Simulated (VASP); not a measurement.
# Sr (Fm-3m) in VASP: notebook

The runs below take Sr through single point, with PBEsol, r2SCAN.

Program: VASP 6.6.1. These are calculated values, not measurements. Logs are shortened: lines on timing, memory, paths and dates and some standing lists are left out, and cuts for length are marked.

## (1) The crystal as given

Symmetry: Fm-3m, No. 225, cubic system. Conventional cell: a = 5.922 Å, b = 5.922 Å, c = 5.922 Å, α = 90.00°, β = 90.00°, γ = 90.00°. Sr (site symmetry m-3m) is surrounded by 12 Sr at 4.19 Å.

## (2) Single point, PBEsol

INCAR

```
PREC = Accurate ; ENCUT = 700
EDIFF = 1E-6 ; ISMEAR = 0
SIGMA = 0.1 ; LREAL = False
LASPH = True ; NELM = 100
ALGO = Normal ; ISIF = 2
LWAVE = False ; LCHARG = True
GGA = PS ; LELF = True
LVHAR = True
```

KPOINTS

```
regular mesh
0
Gamma
  12 12 12
```

POSCAR

```
Sr
1.0
    0.0000000000      2.9608200000      2.9608200000
    2.9608200000      0.0000000000      2.9608200000
    2.9608200000      2.9608200000      0.0000000000
Sr
1
Direct
    0.0000000000      0.0000000000      0.0000000000
```

Potentials or basis: VASP PAW PBE potentials, release 64 (Sr_sv).

Command:

```console
cat potpaw_PBE.64/Sr_sv/POTCAR > POTCAR
mpirun -np 1 vasp_std > vasp.out
```

OUTCAR:

```text
PREC = Accurate
   ENCUT = 700
   EDIFF = 1E-6
   ISMEAR = 0
   LREAL = False
   LASPH = True
   NELM = 100
   ISIF = 2
   GGA = PS

 ion  position               nearest neighbor table
   1  0.000  0.000  0.000-

  LATTYP: Found a face centered cubic cell.
 ALAT       =     5.9216400000

  Lattice vectors:

 A1 = (   0.0000000000,   2.9608200000,   2.9608200000)
 A2 = (   2.9608200000,   0.0000000000,   2.9608200000)
 A3 = (   2.9608200000,   2.9608200000,   0.0000000000)

Analysis of symmetry for initial positions (statically):
=====================================================================
 Subroutine PRICEL returns:
 Original cell was already a primitive cell.

 Routine SETGRP: Setting up the symmetry group for a
 face centered cubic supercell.

 Subroutine GETGRP returns: Found 48 space group operations
 (whereof 48 operations were pure point group operations)
 out of a pool of 48 trial point group operations.

The static configuration has the point symmetry O_h .

Analysis of symmetry for dynamics (positions and initial velocities):
=====================================================================
 Subroutine PRICEL returns:
 Original cell was already a primitive cell.

 Routine SETGRP: Setting up the symmetry group for a
 face centered cubic supercell.

 Subroutine GETGRP returns: Found 48 space group operations
 (whereof 48 operations were pure point group operations)
 out of a pool of 48 trial point group operations.

The dynamic configuration has the point symmetry O_h .

 Subroutine INISYM returns: Found 48 space group operations
 (whereof 48 operations are pure point group operations),
 and found     1 'primitive' translations

----------------------------------------------------------------------------------------

                                     Primitive cell

  volume of cell :      51.9118

  direct lattice vectors                    reciprocal lattice vectors
     0.000000000  2.960820000  2.960820000    -0.168872137  0.168872137  0.168872137
     2.960820000  0.000000000  2.960820000     0.168872137 -0.168872137  0.168872137
     2.960820000  2.960820000  0.000000000     0.168872137  0.168872137 -0.168872137

  length of vectors
     4.187231800  4.187231800  4.187231800     0.292495121  0.292495121  0.292495121

  position of ions in fractional coordinates (direct lattice)
     0.000000000  0.000000000  0.000000000

  ion indices of the primitive-cell ions
   primitive index   ion index
                 1           1

----------------------------------------------------------------------------------------

 KPOINTS: regular mesh

Automatic generation of k-mesh.
 Grid dimensions read from file:
 generate k-points for:   12   12   12

 Generating k-lattice:

  Cartesian coordinates                     Fractional coordinates (reciprocal lattice)
    -0.014072678  0.014072678  0.014072678     0.083333333  0.000000000  0.000000000
     0.014072678 -0.014072678  0.014072678     0.000000000  0.083333333  0.000000000
     0.014072678  0.014072678 -0.014072678     0.000000000  0.000000000  0.083333333

  Length of vectors
     0.024374593  0.024374593  0.024374593

  Shift w.r.t. Gamma in fractional coordinates (k-lattice)
     0.000000000  0.000000000  0.000000000

 Subroutine IBZKPT returns following result:
 ===========================================

 Found     72 irreducible k-points:

 Following reciprocal coordinates:
            Coordinates               Weight
  0.000000  0.000000  0.000000      1.000000
  0.083333  0.000000  0.000000      8.000000
  0.166667  0.000000  0.000000      8.000000
  0.250000  0.000000  0.000000      8.000000
  0.333333  0.000000  0.000000      8.000000
  0.416667  0.000000  0.000000      8.000000
[... 16 lines left out ...]
  0.500000  0.166667  0.000000     24.000000
 -0.416667  0.166667  0.000000     24.000000
 [... further k-points ...]
   k-points           NKPTS =     72   k-points in BZ     NKDIM =     72   number of bands    NBANDS=      9
   number of dos      NEDOS =    301   number of ions     NIONS =      1
   total plane-waves  NPLWV =  46656
   dimension x,y,z NGX =    36 NGY =   36 NGZ =   36
   dimension x,y,z NGXF=    72 NGYF=   72 NGZF=   72
   ions per type =               1
   NGX,Y,Z   is equivalent  to a cutoff of  14.29, 14.29, 14.29 a.u.
   NGXF,Y,Z  is equivalent  to a cutoff of  28.59, 28.59, 28.59 a.u.
 SYSTEM =  unknown system
   PREC   = accura    normal or accurate (medium, high low for compatibility)
   ISTART =      0    job   : 0-new  1-cont  2-samecut
   ICHARG =      2    charge: 1-file 2-atom 10-const
   ISPIN  =      1    spin polarized calculation?
   LNONCOLLINEAR =      F non collinear calculations
   LSORBIT =      F    spin-orbit coupling
   LASPH  =      T    aspherical Exc in radial PAW
   ENCUT  =  700.0 eV  51.45 Ry    7.17 a.u.   9.03  9.03  9.03*2*pi/ulx,y,z
   NELM   =    100;   NELMIN=  2; NELMDL= -5     # of ELM steps
   EDIFF  = 0.1E-05   stopping-criterion for ELM
   LREAL  =      F    real-space projection
   EDIFFG = 0.1E-04   stopping-criterion for IOM
   NSW    =      0    number of steps for IOM
   IBRION =     -1    ionic relax: 0-MD 1-quasi-New 2-CG
   NFREE  =      0    steps in history (QN), initial steepest desc. (CG)
   ISIF   =      2    stress and relaxation
   ISYM   =      2    0-nonsym 1-usesym 2-fastsym
   POTIM  = 0.5000    time-step for ionic-motion
   TEBEG  =    0.0;   TEEND  =   0.0 temperature during run
   PSTRESS=    0.0 pullay stress
   NELECT =      10.0000    total number of electrons
   NUPDOWN=      -1.0000    fix difference up-down
   EMIN   =  10.00;   EMAX   =-10.00  energy-range for DOS
   EFERMI =   0.00;   METHOD = LEGACY
   ISMEAR =     0;   SIGMA  =   0.10  broadening in eV -4-tet -1-fermi 0-gaus
   EFERMI_NEDOS =   21; number of points for ismear=-14 and -15
   IALGO  =     38    algorithm
   IMIX   =      4    mixing-type and parameters
     AMIX     =   0.40;   BMIX     =  1.00
     AMIX_MAG =   1.60;   BMIX_MAG =  1.00
  volume/ion in A,a.u.               =      51.91       350.32
  Fermi-wavevector in a.u.,A,eV,Ry     =   0.945481  1.786700 12.162716  0.893934
  Thomas-Fermi vector in A             =   2.073387
   LORBIT       =      0    0 simple, 1 ext, 2 COOP (PROOUT), +10 PAW based schemes
   GGA     = PS    functional components
   LHFCALC =     F    Hartree Fock is set to
   AEXX    =    0.0000 exact exchange contribution
   IVDW    =     0    specifies the selected vdW correction
   LEPSILON=     F    determine dielectric tensor
   LRPA    =     F    only Hartree local field effects (RPA)
 non-spin polarized calculation
 Gauss-broadening in eV      SIGMA  =   0.10
  energy-cutoff  :      700.00
  volume of cell :       51.91
 maximum number of plane-waves:      2202
   NGX = 19   NGY = 19   NGZ = 19

 number of electron      10.0000000 magnetization

 Free energy of the ion-electron system (eV)
  ---------------------------------------------------
  ext. energy  EPLUGINS =         0.00000000
  ---------------------------------------------------
  free energy    TOTEN  =        -1.84236075 eV

  energy without entropy =       -1.83659340  energy(sigma->0) =       -1.83947707

 E-fermi :   1.7045     XC(G=0):  -7.6122

 val. band max:        1.6896842867   @ k =  -0.3333   0.3333   0.1667
 cond. band min:       1.7244255635   @ k =  -0.3333   0.3333   0.1667
 fundamental gap:      0.0347412768
 Fermi energy:         1.7044957846

 k-point     1 :       0.0000    0.0000    0.0000
  band No.  band energies     occupation
      1     -34.7306      2.00000
      2     -16.6207      2.00000
      3     -16.6207      2.00000
      4     -16.6207      2.00000
      5      -2.0534      2.00000
      6       4.0870      0.00000
      7       4.0870      0.00000
      8       4.0870      0.00000
      9       5.6569      0.00000

 k-point     2 :       0.0833    0.0000    0.0000
  band No.  band energies     occupation
      1     -34.7293      2.00000
      2     -16.6376      2.00000
      3     -16.6229      2.00000
      4     -16.6229      2.00000
      5      -1.9347      2.00000
      6       3.9031      0.00000
      7       4.1437      0.00000
      8       4.1437      0.00000
      9       5.5797      0.00000

 k-point     3 :       0.1667    0.0000    0.0000
  band No.  band energies     occupation
      1     -34.7259      2.00000
      2     -16.6834      2.00000
      3     -16.6290      2.00000
      4     -16.6290      2.00000
      5      -1.5912      2.00000
      6       3.4714      0.00000
      7       4.2540      0.00000
      8       4.2540      0.00000
      9       5.4696      0.00000

 k-point     4 :       0.2500    0.0000    0.0000
  band No.  band energies     occupation
      1     -34.7213      2.00000
      2     -16.7449      2.00000
      3     -16.6373      2.00000
      4     -16.6373      2.00000
      5      -1.0617      2.00000
      6       2.9709      0.00000
      7       4.2492      0.00000
      8       4.2492      0.00000
      9       5.5984      0.00000
[... 205 lines left out ...]
 k-point    22 :       0.4167    0.1667    0.0000
  band No.  band energies     occupation
      1     -34.7129      2.00000
      2     -16.8141      2.00000
      3     -16.6770      2.00000
      4     -16.6675      2.00000
      5       0.1554      2.00000
      6       2.2866      0.00000
      7       3.4475      0.00000
      8       4.4269      0.00000
      9       5.8823      0.00000

 k-point    23 :       0.5000    0.1667    0.0000
  band No.  band energies     occupation
      1     -34.7105      2.00000
      2     -16.8398      2.00000
      3     -16.6899      2.00000
      4     -16.6677      2.00000
      5       0.7631      2.00000
      6       1.9028      0.00505
      7       3.3498      0.00000
      8       4.3108      0.00000
      9       6.4371      0.00000

 k-point    24 :      -0.4167    0.1667    0.0000
  band No.  band energies     occupation
      1     -34.7102      2.00000
      2     -16.8419      2.00000
      3     -16.6979      2.00000
      4     -16.6627      2.00000
      5       0.9045      2.00000
      6       1.8335      0.06802
      7       3.3079      0.00000
      8       4.2677      0.00000
      9       6.4506      0.00000

 [... further k-points ...]

------------------------ aborting loop because EDIFF is reached ----------------------------------------

  FORCE on cell =-STRESS in cart. coord.  units (eV):
  Direction    XX          YY          ZZ          XY          YZ          ZX
  --------------------------------------------------------------------------------------
  -------------------------------------------------------------------------------------
  Total       -0.0006119     -0.0006119     -0.0006119      0.0000000      0.0000000      0.0000000
  in kB       -0.0188849     -0.0188849     -0.0188849      0.0000000      0.0000000      0.0000000
  external PRESSURE =      -0.0188849 kB  Pullay stress =       0.0000000 kB

 VOLUME and BASIS-vectors are now :
 -----------------------------------------------------------------------------
  energy-cutoff  :      700.00
  volume of cell :       51.91
      direct lattice vectors                 reciprocal lattice vectors
     0.000000000  2.960820000  2.960820000    -0.168872137  0.168872137  0.168872137
     2.960820000  0.000000000  2.960820000     0.168872137 -0.168872137  0.168872137
     2.960820000  2.960820000  0.000000000     0.168872137  0.168872137 -0.168872137

 POSITION                                       TOTAL-FORCE (eV/Angst)
 -----------------------------------------------------------------------------------
      0.00000      0.00000      0.00000         0.000000     -0.000000     -0.000000
 -----------------------------------------------------------------------------------
    total drift:                               -0.000000      0.000000      0.000000

  FREE ENERGIE OF THE ION-ELECTRON SYSTEM (eV)
  ---------------------------------------------------
  free  energy   TOTEN  =        -1.8423607478 eV

  energy  without entropy=       -1.8365933992  energy(sigma->0) =       -1.83947707
```

Run time: 26 s. Hardware: 1 thread of Intel Xeon Platinum 8488C (Sapphire Rapids), shared host; peak memory 0.23 GiB.

Results:

- Free energy: -1.8424 eV
- Pressure: 0.0 GPa
- Band gap on the k mesh: none (metal or under the smearing width)

Caveat: the PAW data sets were made with another functional, which shifts forces and pressure a little.

## (3) Single point, PBEsol

INCAR: that of step 2 with these lines changed.

```diff
@@ -1,2 +1,2 @@
-PREC = Accurate ; ENCUT = 700
+PREC = Accurate ; ENCUT = 520
 EDIFF = 1E-6 ; ISMEAR = 0
```

KPOINTS

```
regular mesh
0
Gamma
  18 18 18
```

POSCAR is that of step 2.

Potentials or basis: VASP PAW PBE potentials, release 64 (Sr_sv).

Command:

```console
cat potpaw_PBE.64/Sr_sv/POTCAR > POTCAR
mpirun -np 1 vasp_std > vasp.out
```

Run time: 38 s. Hardware: 1 thread of Intel Xeon Platinum 8488C (Sapphire Rapids), shared host; peak memory 0.24 GiB.

Results (log left out):

| Item | Value |
| --- | --- |
| Free energy | -1.8431 eV |
| Pressure | 0.0 GPa |
| Band gap on the k mesh | none (metal or under the smearing width) |

Levels at points of the mesh, in eV from the Fermi level:
| k point | band 3 | band 4 | band 5 | band 6 | band 7 | band 8 |
| --- | --- | --- | --- | --- | --- | --- |
| (0.00, 0.00, 0.00) | -18.34 | -18.34 | -3.77 | 2.37 | 2.37 | 2.37 |
| (0.50, 0.00, 0.00) | -18.37 | -18.37 | -1.19 | 0.13 | 2.21 | 2.21 |
| (0.50, 0.50, 0.00) | -18.42 | -18.42 | -0.73 | 0.26 | 1.17 | 5.07 |

Caveat: the PAW data sets were made with another functional, which shifts forces and pressure a little.

## (4) Single point, PBEsol

INCAR: that of step 3 with these lines changed.

```diff
@@ -2,3 +2,3 @@
 EDIFF = 1E-6 ; ISMEAR = 0
-SIGMA = 0.1 ; LREAL = False
+SIGMA = 0.5 ; LREAL = False
 LASPH = True ; NELM = 100
```

KPOINTS

```
regular mesh
0
Gamma
  12 12 12
```

POSCAR is that of step 3.

Command:

```console
cat potpaw_PBE.64/Sr_sv/POTCAR > POTCAR
mpirun -np 1 vasp_std > vasp.out
```

Run time: 17 s. Hardware: 1 thread of Intel Xeon Platinum 8488C (Sapphire Rapids), shared host; peak memory 0.18 GiB.

It converged, with:

```
Free energy            : -1.9177 eV
Pressure               : 0.2 GPa
Band gap on the k mesh : none (metal or under the smearing width)
```

Levels at points of the mesh, in eV from the Fermi level:
```
           k point  band 1  band 2  band 3  band 4  band 5  band 6  band 7  band 8  band 9
(0.00, 0.00, 0.00)  -36.34  -18.23  -18.23  -18.23   -3.67    2.47    2.47    2.47    4.05
(0.50, 0.00, 0.00)  -36.32  -18.47  -18.26  -18.26   -1.09    0.22    2.31    2.31    5.17
(0.50, 0.50, 0.00)  -36.31  -18.46  -18.32  -18.32   -0.64    0.36    1.26    5.18    5.50
```

Caveat: the PAW data sets were made with another functional, which shifts forces and pressure a little.

## (5) Single point, PBEsol

INCAR

```
PREC = Accurate ; ENCUT = 900
EDIFF = 1E-6 ; ISMEAR = 0
SIGMA = 0.1 ; LREAL = False
LASPH = True ; NELM = 100
ALGO = Normal ; ISIF = 2
LWAVE = False ; LCHARG = True
GGA = PS ; LELF = True
LVHAR = True
```

KPOINTS is that of step 4.

POSCAR is that of step 4.

Command:

```console
cat potpaw_PBE.64/Sr_sv/POTCAR > POTCAR
mpirun -np 1 vasp_std > vasp.out
```

Wall time 50 s (1 thread of Intel Xeon Platinum 8488C (Sapphire Rapids), shared host); peak memory 0.29 GiB.

Results (log left out):

| Item | Value |
| --- | --- |
| Free energy | -1.8423 eV |
| Pressure | 0.0 GPa |
| Band gap on the k mesh | none (metal or under the smearing width) |

Levels at points of the mesh, in eV from the Fermi level:
| k point | band 3 | band 4 | band 5 | band 6 | band 7 | band 8 |
| --- | --- | --- | --- | --- | --- | --- |
| (0.00, 0.00, 0.00) | -18.33 | -18.33 | -3.76 | 2.38 | 2.38 | 2.38 |
| (0.50, 0.00, 0.00) | -18.36 | -18.36 | -1.18 | 0.14 | 2.22 | 2.22 |
| (0.50, 0.50, 0.00) | -18.41 | -18.41 | -0.72 | 0.27 | 1.18 | 5.08 |

Caveat: the PAW data sets were made with another functional, which shifts forces and pressure a little.

## (6) Single point, r2SCAN

INCAR

```
PREC = Accurate ; ENCUT = 520
EDIFF = 1E-6 ; ISMEAR = 0
SIGMA = 0.1 ; LREAL = False
LASPH = True ; NELM = 100
ALGO = Normal ; ISIF = 2
LWAVE = False ; LCHARG = True
METAGGA = R2SCAN ; LMIXTAU = True
LELF = True ; LVHAR = True
```

KPOINTS is that of step 5.

POSCAR is that of step 5.

Potentials or basis: VASP PAW PBE potentials, release 64 (Sr_sv).

Command:

```console
cat potpaw_PBE.64/Sr_sv/POTCAR > POTCAR
mpirun -np 1 vasp_std > vasp.out
```

Wall time 88 s (1 thread of Intel Xeon Platinum 8488C (Sapphire Rapids), shared host); peak memory 0.2 GiB.

It converged, with:

| Item | Value |
| --- | --- |
| Free energy | -15.0840 eV |
| Pressure | 1.2 GPa |
| Band gap on the k mesh | none (metal or under the smearing width) |

Levels at points of the mesh, in eV from the Fermi level:
| k point | band 1 | band 2 | band 3 | band 4 | band 5 | band 6 | band 7 | band 8 | band 9 |
| --- | --- | --- | --- | --- | --- | --- | --- | --- | --- |
| (0.00, 0.00, 0.00) | -37.90 | -19.15 | -19.15 | -19.15 | -3.92 | 2.77 | 2.77 | 2.77 | 4.40 |
| (0.50, 0.00, 0.00) | -37.88 | -19.40 | -19.19 | -19.19 | -1.09 | 0.05 | 2.55 | 2.55 | 5.56 |
| (0.50, 0.50, 0.00) | -37.88 | -19.39 | -19.24 | -19.24 | -0.68 | 0.44 | 1.19 | 5.55 | 5.90 |

Caveat: the PAW data sets were made with another functional, which shifts forces and pressure a little.

## (7) Summary

```tsv
level	k mesh	cutoff (eV)	smearing	gap on the mesh (eV)	pressure (GPa)
PBEsol	12 × 12 × 12	700	gaussian 0.1 eV	none	0.0
PBEsol	18 × 18 × 18	520	gaussian 0.1 eV	none	0.0
PBEsol	12 × 12 × 12	520	gaussian 0.5 eV	none	0.2
PBEsol	12 × 12 × 12	900	gaussian 0.1 eV	none	0.0
r2SCAN	12 × 12 × 12	520	gaussian 0.1 eV	none	1.2
```

Alike in all rows: task single point; potentials or basis VASP PAW PBE potentials, release 64 (Sr_sv); no spin polarisation; cell as given.

Every run on the cell as given and a fine mesh finds a metal. The pressure there spans 0.0 GPa (PBEsol) to 1.2 GPa (r2SCAN); a positive pressure means that this level wants a larger cell, a negative one a smaller.

Caveats: the PAW data sets were made with another functional, which shifts forces and pressure a little.

Total energies depend on the potentials used, so only differences within one code and one set of settings carry meaning.
